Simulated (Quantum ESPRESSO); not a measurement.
The system is Se.

```xyz
3
Lattice="4.3662 0.0000 0.0000 -2.1831 3.7812 0.0000 0.0000 0.0000 4.9536" Properties=species:S:1:pos:R:3 pbc="T T T"
Se    1.6910    2.9289    0.0000
Se   -0.4921    0.8523    3.3024
Se    0.9841    0.0000    1.6512
```

```yaml
Program: Quantum ESPRESSO 7.5
Task: single point
Functional: PBEsol
Potentials_or_basis: GBRV 1.5 PBEsol
Cutoff: 612 eV
Density_cutoff: 4898 eV
k_mesh: 7 × 7 × 6
Occupations: fermi-dirac, width 0.05 eV
Spin: no spin polarisation
```

On this cell: pressure 0.2 GPa; largest force 0.296 eV/Å; band gap on the k mesh 1.14 eV, indirect (least direct gap 1.43 eV).

The same run follows on a disturbed copy (atoms moved at random, drawn with an rms of 0.05 Å):

```xyz
3
Lattice="4.3662 0.0000 0.0000 -2.1831 3.7812 0.0000 0.0000 0.0000 4.9536" Properties=species:S:1:pos:R:3 pbc="T T T"
Se    1.7025    2.9419    0.0130
Se   -0.4753    0.8926    3.2587
Se    0.9908    0.0067    1.6217
```

Task: What does the disturbed cell give?

Result: The energy moves by +4.0 meV/atom; pressure 0.0 GPa; largest force 0.565 eV/Å; band gap on the k mesh 0.86 eV, indirect (least direct gap 1.28 eV).

Forces in eV/Å, atoms in the order of the input:
```
Se  -0.247 -0.122 -0.494
Se  -0.156  0.027  0.320
Se   0.402  0.095  0.174
```

Stress tensor (GPa, compression positive):
```
 0.08  0.25  0.50
 0.25 -1.13  1.31
 0.50  1.31  0.91
```

Caveats: an odd mesh through Γ misses points on the zone boundary, where band edges often lie.
